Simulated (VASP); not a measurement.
Write the native input for VASP 6.6.1 that does the following.

- Task: relaxation of cell and atoms
- Functional: LDA
- Potentials or basis: VASP PAW LDA potentials, release 64 (Co, Si)
- Cutoff: 600 eV
- k mesh: 8 × 8 × 8
- Occupations: methfessel-paxton, width 0.1 eV
- Spin: no spin polarisation
- Further INCAR settings: ALGO = Normal; EDIFF = 1e-06; IBRION = 2; EDIFFG = -0.01; NSW = 90; ISIF = 3

The structure of CoSi lies in POSCAR:

```
CoSi
1.0
    4.4380000000      0.0000000000      0.0000000000
    0.0000000000      4.4380000000      0.0000000000
    0.0000000000      0.0000000000      4.4380000000
Co Si
4 4
Direct
    0.1400000000      0.1400000000      0.1400000000
    0.3600000000      0.8600000000      0.6400000000
    0.6400000000      0.3600000000      0.8600000000
    0.8600000000      0.6400000000      0.3600000000
    0.8430000000      0.8430000000      0.8430000000
    0.6570000000      0.1570000000      0.3430000000
    0.3430000000      0.6570000000      0.1570000000
    0.1570000000      0.3430000000      0.6570000000
```

These files were run (other wordings do the same):

INCAR

```
SYSTEM = CoSi
ALGO = Normal
EDIFF = 1E-6
EDIFFG = -0.01
ENCUT = 600
IBRION = 2
ISIF = 3
ISMEAR = 1
KPAR = 4
LASPH = .True.
LCHARG = .False.
LREAL = .False.
LWAVE = .False.
NELM = 80
NSW = 90
PREC = Accurate
SIGMA = 0.1
```

KPOINTS

```
k-points
0
Gamma
  8 8 8
  0 0 0
```

Potentials or basis: VASP PAW LDA potentials, release 64 (Co, Si).

The run is started by

```console
$ cat potpaw_LDA.64/Co/POTCAR potpaw_LDA.64/Si/POTCAR > POTCAR
$ mpirun -np 4 vasp_std > vasp.out
```

It gave:

```json
{"Relaxed volume": "10.30 Å³/atom", "Relaxed cell": "a = 4.352 Å, b = 4.352 Å, c = 4.352 Å, α = 90.00°, β = 90.00°, γ = 90.00°", "Space group after relaxing (to 0.05 Å)": "P2_13 (No. 198)", "Energy gained by relaxing": "27.8 meV/atom", "Ionic steps": "10", "Pressure after relaxing": "0.0 GPa", "Largest force after relaxing": "0.005 eV/Å", "Band gap on the k mesh": "none (metal or under the smearing width)"}
```

It took 4.2 min on 4 MPI ranks on AMD EPYC 7R13 Processor (Zen 3) (shared host), peak memory 0.25 GiB a rank.
